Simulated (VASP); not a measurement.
# CdTe (F-43m) in VASP: notebook

The runs below take CdTe through single point, with PBE, HSE06.

All numbers are computed with VASP 6.6.1; they aren't measurements. Logs are shortened: lines on timing, memory, paths and dates and some standing lists are left out, and cuts for length are marked.

**Measured values to compare with.**

A printed reference work, data compilation reports, for a bulk crystal of CdTe at 0 K: band gap 1.607 eV.

The runs below are set against these values where they give the same quantity.

## 1. The cell of the first run

Symmetry: F-43m, No. 216, cubic system. Conventional cell: a = 6.560 Å, b = 6.560 Å, c = 6.560 Å, α = 90.00°, β = 90.00°, γ = 90.00°. Within 3.7 Å of Cd (site symmetry -43m) lie 4 Te at 2.84 Å. Within 3.7 Å of Te (site symmetry -43m) lie 4 Cd at 2.84 Å.

## 2. Single point, PBE

INCAR reads:

```
SYSTEM = CdTe
PREC     = Accurate       ! precision mode
ENCUT    = 520            ! plane-wave cutoff, eV
EDIFF    = 1E-6           ! SCF threshold, eV
ISMEAR   = 0              ! smearing method
SIGMA    = 0.01           ! smearing width, eV
LREAL    = .False.        ! projectors in reciprocal space
LASPH    = .True.         ! aspherical terms in the spheres
NELM     = 100            ! most SCF steps
ALGO     = Normal         ! electronic algorithm
ISIF     = 2              ! what is computed and relaxed
LWAVE    = .False.        ! write WAVECAR
LCHARG   = .False.        ! write CHGCAR
GGA      = PE             ! functional
NBANDS   = 16             ! bands
```

KPOINTS reads:

```
Automatic mesh
0
Gamma
  6 6 6
  0 0 0
```

POSCAR reads:

```
CdTe
1.0
    0.0000000000      3.2799012449      3.2799012449
    3.2799012449      0.0000000000      3.2799012449
    3.2799012449      3.2799012449      0.0000000000
Cd Te
1 1
Direct
    0.0000000000      0.0000000000      0.0000000000
    0.2500000000      0.2500000000      0.2500000000
```

Potentials or basis: VASP PAW PBE potentials, release 64 (Cd, Te).

Run with:

```console
$ cat potpaw_PBE.64/Cd/POTCAR potpaw_PBE.64/Te/POTCAR > POTCAR
$ mpirun -np 1 vasp_std > vasp.out
```

OUTCAR:

```text
SYSTEM = CdTe
   PREC = Accurate
   ENCUT = 520
   EDIFF = 1E-6
   ISMEAR = 0
   LREAL = .False.
   LASPH = .True.
   NELM = 100
   ISIF = 2
   GGA = PE

 ion  position               nearest neighbor table
   1  0.000  0.000  0.000-   2 2.84   2 2.84   2 2.84   2 2.84
   2  0.250  0.250  0.250-   1 2.84   1 2.84   1 2.84   1 2.84

  LATTYP: Found a face centered cubic cell.
 ALAT       =     6.5598024898

  Lattice vectors:

 A1 = (   0.0000000000,   3.2799012449,   3.2799012449)
 A2 = (   3.2799012449,   0.0000000000,   3.2799012449)
 A3 = (   3.2799012449,   3.2799012449,   0.0000000000)

Analysis of symmetry for initial positions (statically):
=====================================================================
 Subroutine PRICEL returns:
 Original cell was already a primitive cell.

 Routine SETGRP: Setting up the symmetry group for a
 face centered cubic supercell.

 Subroutine GETGRP returns: Found 24 space group operations
 (whereof 24 operations were pure point group operations)
 out of a pool of 48 trial point group operations.

The static configuration has the point symmetry T_d .

Analysis of symmetry for dynamics (positions and initial velocities):
=====================================================================
 Subroutine PRICEL returns:
 Original cell was already a primitive cell.

 Routine SETGRP: Setting up the symmetry group for a
 face centered cubic supercell.

 Subroutine GETGRP returns: Found 24 space group operations
 (whereof 24 operations were pure point group operations)
 out of a pool of 48 trial point group operations.

The dynamic configuration has the point symmetry T_d .

 Subroutine INISYM returns: Found 24 space group operations
 (whereof 24 operations are pure point group operations),
 and found     1 'primitive' translations

----------------------------------------------------------------------------------------

                                     Primitive cell

  volume of cell :      70.5687

  direct lattice vectors                    reciprocal lattice vectors
     0.000000000  3.279901245  3.279901245    -0.152443614  0.152443614  0.152443614
     3.279901245  0.000000000  3.279901245     0.152443614 -0.152443614  0.152443614
     3.279901245  3.279901245  0.000000000     0.152443614  0.152443614 -0.152443614

  length of vectors
     4.638480824  4.638480824  4.638480824     0.264040085  0.264040085  0.264040085

  position of ions in fractional coordinates (direct lattice)
     0.000000000  0.000000000  0.000000000
     0.250000000  0.250000000  0.250000000

  ion indices of the primitive-cell ions
   primitive index   ion index
                 1           1
                 2           2

----------------------------------------------------------------------------------------

 KPOINTS: Automatic mesh

Automatic generation of k-mesh.
 Grid dimensions read from file:
 generate k-points for:    6    6    6

 Generating k-lattice:

  Cartesian coordinates                     Fractional coordinates (reciprocal lattice)
    -0.025407269  0.025407269  0.025407269     0.166666667  0.000000000  0.000000000
     0.025407269 -0.025407269  0.025407269     0.000000000  0.166666667  0.000000000
     0.025407269  0.025407269 -0.025407269     0.000000000  0.000000000  0.166666667

  Length of vectors
     0.044006681  0.044006681  0.044006681

  Shift w.r.t. Gamma in fractional coordinates (k-lattice)
     0.000000000  0.000000000  0.000000000

 Subroutine IBZKPT returns following result:
 ===========================================

 Found     16 irreducible k-points:

 Following reciprocal coordinates:
            Coordinates               Weight
  0.000000  0.000000  0.000000      1.000000
  0.166667  0.000000  0.000000      8.000000
  0.333333  0.000000  0.000000      8.000000
  0.500000  0.000000  0.000000      4.000000
  0.166667  0.166667  0.000000      6.000000
  0.333333  0.166667  0.000000     24.000000
[... 8 lines left out ...]
 -0.333333  0.333333  0.166667     24.000000
 -0.333333  0.500000  0.166667     12.000000
   k-points           NKPTS =     16   k-points in BZ     NKDIM =     16   number of bands    NBANDS=     16
   number of dos      NEDOS =    301   number of ions     NIONS =      2
   total plane-waves  NPLWV =  46656
   dimension x,y,z NGX =    36 NGY =   36 NGZ =   36
   dimension x,y,z NGXF=    72 NGYF=   72 NGZF=   72
   ions per type =               1   1
   NGX,Y,Z   is equivalent  to a cutoff of  12.90, 12.90, 12.90 a.u.
   NGXF,Y,Z  is equivalent  to a cutoff of  25.81, 25.81, 25.81 a.u.
 SYSTEM =  CdTe
   PREC   = accura    normal or accurate (medium, high low for compatibility)
   ISTART =      0    job   : 0-new  1-cont  2-samecut
   ICHARG =      2    charge: 1-file 2-atom 10-const
   ISPIN  =      1    spin polarized calculation?
   LNONCOLLINEAR =      F non collinear calculations
   LSORBIT =      F    spin-orbit coupling
   LASPH  =      T    aspherical Exc in radial PAW
   ENCUT  =  520.0 eV  38.22 Ry    6.18 a.u.   8.62  8.62  8.62*2*pi/ulx,y,z
   NELM   =    100;   NELMIN=  2; NELMDL= -5     # of ELM steps
   EDIFF  = 0.1E-05   stopping-criterion for ELM
   LREAL  =      F    real-space projection
   EDIFFG = 0.1E-04   stopping-criterion for IOM
   NSW    =      0    number of steps for IOM
   IBRION =     -1    ionic relax: 0-MD 1-quasi-New 2-CG
   NFREE  =      0    steps in history (QN), initial steepest desc. (CG)
   ISIF   =      2    stress and relaxation
   ISYM   =      2    0-nonsym 1-usesym 2-fastsym
   POTIM  = 0.5000    time-step for ionic-motion
   TEBEG  =    0.0;   TEEND  =   0.0 temperature during run
   PSTRESS=    0.0 pullay stress
   NELECT =      18.0000    total number of electrons
   NUPDOWN=      -1.0000    fix difference up-down
   EMIN   =  10.00;   EMAX   =-10.00  energy-range for DOS
   EFERMI =   0.00;   METHOD = LEGACY
   ISMEAR =     0;   SIGMA  =   0.01  broadening in eV -4-tet -1-fermi 0-gaus
   EFERMI_NEDOS =   21; number of points for ismear=-14 and -15
   IALGO  =     38    algorithm
   IMIX   =      4    mixing-type and parameters
     AMIX     =   0.40;   BMIX     =  1.00
     AMIX_MAG =   1.60;   BMIX_MAG =  1.00
  volume/ion in A,a.u.               =      35.28       238.11
  Fermi-wavevector in a.u.,A,eV,Ry     =   1.038233  1.961976 14.666102  1.077928
  Thomas-Fermi vector in A             =   2.172708
   LORBIT       =      0    0 simple, 1 ext, 2 COOP (PROOUT), +10 PAW based schemes
   GGA     = PE    functional components
   LHFCALC =     F    Hartree Fock is set to
   AEXX    =    0.0000 exact exchange contribution
   IVDW    =     0    specifies the selected vdW correction
   LEPSILON=     F    determine dielectric tensor
   LRPA    =     F    only Hartree local field effects (RPA)
 non-spin polarized calculation
 Gauss-broadening in eV      SIGMA  =   0.01
  energy-cutoff  :      520.00
  volume of cell :       70.57
 maximum number of plane-waves:      1917
 NGX is ok and might be reduce to    36
   NGX = 17   NGY = 17   NGZ = 17

 number of electron      18.0000006 magnetization

 Free energy of the ion-electron system (eV)
  ---------------------------------------------------
  ext. energy  EPLUGINS =         0.00000000
  ---------------------------------------------------
  free energy    TOTEN  =        -4.79979179 eV

  energy without entropy =       -4.79979179  energy(sigma->0) =       -4.79979179

 E-fermi :   2.1018     XC(G=0):  -8.4234

 val. band max:        2.0270752252   @ k =   0.0000   0.0000   0.0000
 cond. band min:       2.6872317764   @ k =   0.0000   0.0000   0.0000
 fundamental gap:      0.6601565512
 Fermi energy:         2.1018194519

 k-point     1 :       0.0000    0.0000    0.0000
  band No.  band energies     occupation
      1      -8.9447      2.00000
      2      -6.1442      2.00000
      3      -6.1442      2.00000
      4      -6.1442      2.00000
      5      -5.9099      2.00000
      6      -5.9099      2.00000
[... 8 lines left out ...]
     15      11.3195      0.00000
     16      11.3195      0.00000

 k-point     2 :       0.1667    0.0000    0.0000
  band No.  band energies     occupation
      1      -8.8532      2.00000
      2      -6.1275      2.00000
      3      -6.1275      2.00000
      4      -6.0643      2.00000
      5      -5.9109      2.00000
      6      -5.9109      2.00000
[... 8 lines left out ...]
     15      10.4833      0.00000
     16      10.4833      0.00000

 k-point     3 :       0.3333    0.0000    0.0000
  band No.  band energies     occupation
      1      -8.6709      2.00000
      2      -6.0986      2.00000
      3      -6.0986      2.00000
      4      -5.9072      2.00000
      5      -5.9072      2.00000
      6      -5.8058      2.00000
[... 8 lines left out ...]
     15      10.8674      0.00000
     16      10.8674      0.00000

 k-point     4 :       0.5000    0.0000    0.0000
  band No.  band energies     occupation
      1      -8.5818      2.00000
      2      -6.0873      2.00000
      3      -6.0873      2.00000
      4      -5.9018      2.00000
      5      -5.9018      2.00000
      6      -5.5857      2.00000
[... 8 lines left out ...]
     15      12.2471      0.00000
     16      12.2471      0.00000
[... 172 lines left out ...]
 k-point    14 :       0.5000    0.3333    0.1667
  band No.  band energies     occupation
      1      -8.5558      2.00000
      2      -6.0585      2.00000
      3      -6.0511      2.00000
      4      -5.9452      2.00000
      5      -5.8983      2.00000
      6      -5.6120      2.00000
[... 8 lines left out ...]
     15      12.1909      0.00000
     16      13.2836      0.00000

 k-point    15 :      -0.3333    0.3333    0.1667
  band No.  band energies     occupation
      1      -8.4999      2.00000
      2      -6.0512      2.00000
      3      -6.0382      2.00000
      4      -5.9311      2.00000
      5      -5.9066      2.00000
      6      -5.4472      2.00000
[... 8 lines left out ...]
     15      12.4089      0.00000
     16      13.0769      0.00000

 k-point    16 :      -0.3333    0.5000    0.1667
  band No.  band energies     occupation
      1      -8.4725      2.00000
      2      -6.0262      2.00000
      3      -6.0246      2.00000
      4      -5.9517      2.00000
      5      -5.8979      2.00000
      6      -5.4044      2.00000
[... 8 lines left out ...]
     15      12.9450      0.00000
     16      13.2710      0.00000

------------------------ aborting loop because EDIFF is reached ----------------------------------------

  FORCE on cell =-STRESS in cart. coord.  units (eV):
  Direction    XX          YY          ZZ          XY          YZ          ZX
  --------------------------------------------------------------------------------------
  -------------------------------------------------------------------------------------
  Total        0.5001150      0.5001150      0.5001150      0.0000000      0.0000000      0.0000000
  in kB       11.3545030     11.3545030     11.3545030      0.0000000      0.0000000      0.0000000
  external PRESSURE =      11.3545030 kB  Pullay stress =       0.0000000 kB

 VOLUME and BASIS-vectors are now :
 -----------------------------------------------------------------------------
  energy-cutoff  :      520.00
  volume of cell :       70.57
      direct lattice vectors                 reciprocal lattice vectors
     0.000000000  3.279901245  3.279901245    -0.152443614  0.152443614  0.152443614
     3.279901245  0.000000000  3.279901245     0.152443614 -0.152443614  0.152443614
     3.279901245  3.279901245  0.000000000     0.152443614  0.152443614 -0.152443614

 POSITION                                       TOTAL-FORCE (eV/Angst)
 -----------------------------------------------------------------------------------
      0.00000      0.00000      0.00000        -0.000000      0.000000     -0.000000
      1.63995      1.63995      1.63995         0.000000     -0.000000      0.000000
 -----------------------------------------------------------------------------------
    total drift:                               -0.000000     -0.000000     -0.000000

  FREE ENERGIE OF THE ION-ELECTRON SYSTEM (eV)
  ---------------------------------------------------
  free  energy   TOTEN  =        -4.7997917942 eV

  energy  without entropy=       -4.7997917942  energy(sigma->0) =       -4.79979179
```

Run time: 14 s. Hardware: 1 thread of AMD EPYC 7R13 (Zen 3), shared host; peak memory 0.18 GiB.

What came out:

| Quantity | Value |
| --- | --- |
| Free energy | -4.7998 eV |
| Pressure | 1.1 GPa |
| Band gap on the k mesh | 0.66 eV |

Levels at points of the mesh, in eV from the valence-band top:
```
           k point  band 6  band 7  band 8  band 9  band 10  band 11  band 12  band 13
(0.00, 0.00, 0.00)   -7.94    0.00    0.00    0.00     0.66     4.62     4.62     4.62
(0.50, 0.00, 0.00)   -7.61   -4.22   -0.72   -0.72     1.78     5.20     5.20     7.05
(0.50, 0.50, 0.00)   -7.49   -4.14   -1.74   -1.74     2.67     2.68     8.65     8.95
```

Caveat: spin-orbit coupling is left out, which moves the levels of the heavy elements. As with any semilocal functional, this PBE gap is likely too small.

## 3. Single point, HSE06

POSCAR is that of step 2.

INCAR.step1 reads:

```
PREC = Accurate
ENCUT = 520
EDIFF = 1E-5
ISMEAR = 0
SIGMA = 0.01
LREAL = F
LASPH = T
NELM = 60
ALGO = Normal
ISIF = 2
LWAVE = T
LCHARG = F
GGA = PE
NBANDS = 16
```

INCAR.step2 reads:

```
PREC = Accurate
ENCUT = 520
EDIFF = 1E-6
ISMEAR = 0
SIGMA = 0.01
LREAL = F
LASPH = T
NELM = 60
ALGO = Normal
ISIF = 2
LWAVE = F
LCHARG = F
GGA = PE
LHFCALC = T
HFSCREEN = 0.2079
PRECFOCK = Normal
ISTART = 1
NBANDS = 16
```

KPOINTS reads:

```
Automatic mesh
0
Gamma
  4 4 4
```

Potentials or basis: VASP PAW PBE potentials, release 64 (Cd, Te).

Run with:

```console
$ cat potpaw_PBE.64/Cd/POTCAR potpaw_PBE.64/Te/POTCAR > POTCAR
$ cp INCAR.step1 INCAR
$ mpirun -np 1 vasp_std > vasp.out
$ cp INCAR.step2 INCAR
$ mpirun -np 1 vasp_std > vasp.out
```

It took 8.3 min on 1 thread of AMD EPYC 7R13 (Zen 3), shared host; peak memory 0.29 GiB.

Results (log left out):

```
Free energy            : -5.9942 eV
Pressure               : 0.2 GPa
Band gap on the k mesh : 1.44 eV
```

Levels at points of the mesh, in eV from the valence-band top:
| k point | band 5 | band 6 | band 7 | band 8 | band 9 | band 10 | band 11 | band 12 | band 13 | band 14 |
| --- | --- | --- | --- | --- | --- | --- | --- | --- | --- | --- |
| (0.00, 0.00, 0.00) | -9.26 | -9.26 | 0.00 | 0.00 | 0.00 | 1.44 | 5.49 | 5.49 | 5.49 | 8.44 |
| (0.50, 0.00, 0.00) | -9.25 | -8.84 | -4.52 | -0.77 | -0.77 | 2.58 | 6.06 | 6.06 | 7.94 | 9.60 |
| (0.50, 0.50, 0.00) | -9.23 | -8.66 | -4.41 | -1.87 | -1.87 | 3.35 | 3.47 | 9.77 | 10.17 | 10.17 |

Caveat: the PAW data sets were made with another functional, which shifts forces and pressure a little; spin-orbit coupling is left out, which moves the levels of the heavy elements.

## 4. How close it comes

Step 3. A measured gap of CdTe is 1.607 eV (0 K; a printed reference work, data compilation); the calculated 1.44 eV misses it by -0.16 eV. Spin-orbit coupling on Cd, Te is left out. The value is that of HSE06, without temperature or zero-point motion.
